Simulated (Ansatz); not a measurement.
# TiO2 (polar orthorhombic HfO2 sites, Pbcn): the band gap by level of theory

All numbers come from Ansatz. All values are calculated for a non-magnetic cell, which may be hypothetical.

The cell is TiO2 on the sites of polar orthorhombic HfO2 (relaxed group Pbcn); cell and atoms were relaxed with r2SCAN. Space group Pbcn (No. 60), orthorhombic; conventional cell a = 4.546 Å, b = 5.513 Å, c = 4.894 Å, 10.22 Å³ an atom. Around Ti lie 6 O at 1.87–2.10 Å; around O lie 3 Ti at 1.87–2.10 Å.

```
CELL_PARAMETERS angstrom
5.51334 0.00000 0.00000
0.00000 4.54558 0.00000
0.00000 0.00000 4.89360
ATOMIC_POSITIONS crystal
Ti 0.07419 0.25000 0.20433
Ti 0.42581 0.25000 0.70433
Ti 0.57419 0.75000 0.20433
Ti 0.92581 0.75000 0.70433
O 0.36816 0.02112 0.37351
O 0.13184 0.02112 0.87351
O 0.63184 0.52112 0.53516
O 0.86816 0.52112 0.03516
O 0.36816 0.47888 0.03516
O 0.13184 0.47888 0.53516
O 0.86816 0.97888 0.37351
O 0.63184 0.97888 0.87351
```

Band edges at fixed r2SCAN geometry:
```json
{"level": "PBE", "k mesh": "6×6×6", "gap (eV)": "2.67", "kind": "indirect", "edges": "Γ → Z", "least direct gap (eV)": "2.72"}
{"level": "r2SCAN", "k mesh": "6×6×6", "gap (eV)": "3.05", "kind": "indirect", "edges": "Γ → Z", "least direct gap (eV)": "3.08"}
{"level": "HSE06", "k mesh": "4×4×4", "gap (eV)": "4.20", "kind": "indirect", "edges": "Γ → Z", "least direct gap (eV)": "4.26"}
{"level": "PBE0", "k mesh": "4×4×4", "gap (eV)": "4.95", "kind": "indirect", "edges": "Γ → Z", "least direct gap (eV)": "5.01"}
```
PBE: smearing of 0.02 eV; the others have fixed occupations.
Wave cutoffs: 420 eV, 500 eV (r2SCAN).

With HSE06 the valence top lies at Γ and the conduction bottom at Z, 4.20 eV higher; the smallest vertical gap, at Γ, is 4.26 eV.

r2SCAN covers 25 % of the step from PBE to HSE06. Direct and least gap lie within 0.04 eV at some levels, so the kind of gap isn't settled.

The meshes of the hybrids are coarse, so their gaps aren't converged to the digits shown.
